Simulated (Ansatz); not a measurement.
**BaTe, before and after**

The cell of BaTe is invented: 6-connected net, two elements spread over the vertices (Amm2, No. 38). Lengths were set from tabulated atomic sizes, so they are only a guess.

start.cif

```cif
data_structure
_symmetry_space_group_name_H-M 'Amm2'
_symmetry_Int_Tables_number 38
_cell_length_a 4.8902
_cell_length_b 11.8990
_cell_length_c 6.8699
_cell_angle_alpha 90.000
_cell_angle_beta 90.000
_cell_angle_gamma 90.000
_cell_volume 399.75
loop_
_atom_site_label
_atom_site_type_symbol
_atom_site_symmetry_multiplicity
_atom_site_Wyckoff_symbol
_atom_site_fract_x
_atom_site_fract_y
_atom_site_fract_z
_atom_site_occupancy
Ba1 Ba 2 a 0.00000 0.00000 0.39108 1
Ba2 Ba 2 b 0.50000 0.00000 0.00000 1
Te1 Te 4 d 0.00000 0.69554 0.30446 1
```

Theory: Ansatz 0.2.0, DFT PBE, scalar-relativistic, plane waves, PAW. Cutoff 420 eV, Gaussian smearing, Γ-centred meshes. Cell and atoms relax first on a coarse mesh and then on a converged one. In between, the cell is made exact in the group found at 0.06 Å. The steps can't lower the symmetry of their start. No spin polarisation.

end.cif

```cif
data_structure
_symmetry_space_group_name_H-M 'Amm2'
_symmetry_Int_Tables_number 38
_cell_length_a 4.5988
_cell_length_b 9.2671
_cell_length_c 9.2700
_cell_angle_alpha 90.000
_cell_angle_beta 90.000
_cell_angle_gamma 90.000
_cell_volume 395.06
loop_
_atom_site_label
_atom_site_type_symbol
_atom_site_symmetry_multiplicity
_atom_site_Wyckoff_symbol
_atom_site_fract_x
_atom_site_fract_y
_atom_site_fract_z
_atom_site_occupancy
Ba1 Ba 2 a 0.00000 0.50000 0.99764 1
Ba2 Ba 2 b 0.50000 0.50000 0.46167 1
Te1 Te 4 d 0.00000 0.23030 0.77034 1
```

The symmetry stays Amm2 (No. 38). The volume per atom shrinks by 1.2 %, from 50.0 to 49.4 Å³. The shortest distance goes from 3.63 Å (Ba–Te and Ba–Ba) to 3.27 Å (Ba–Te). The energy falls by about 0.62 eV/atom (the start's value is from the coarse mesh).

* Volume per atom: 49.38 Å³
* Density: 4.45 g/cm³
* Formation energy: −1.399 eV/atom
* Gap on the 6×4×4 mesh of the 4-atom cell: 0.81 eV

Formation energies are uncorrected and refer to the elements' standard structures at the same level. Whether it is stable depends on the other phases of the system, which aren't compared here.

The last run used Gaussian smearing of 0.02 eV. Spin–orbit coupling, which can matter for Te, is left out. Kohn–Sham gaps at this level usually fall short of measured ones. The missing spin–orbit coupling can work the other way here. The reference form of Te is held partly by dispersion forces, which this level lacks. Symmetry constrained the relaxation, so the result can be a saddle point. In all, the 3 runs took 4 min on 1 thread of Arm Neoverse V2, on a shared host.
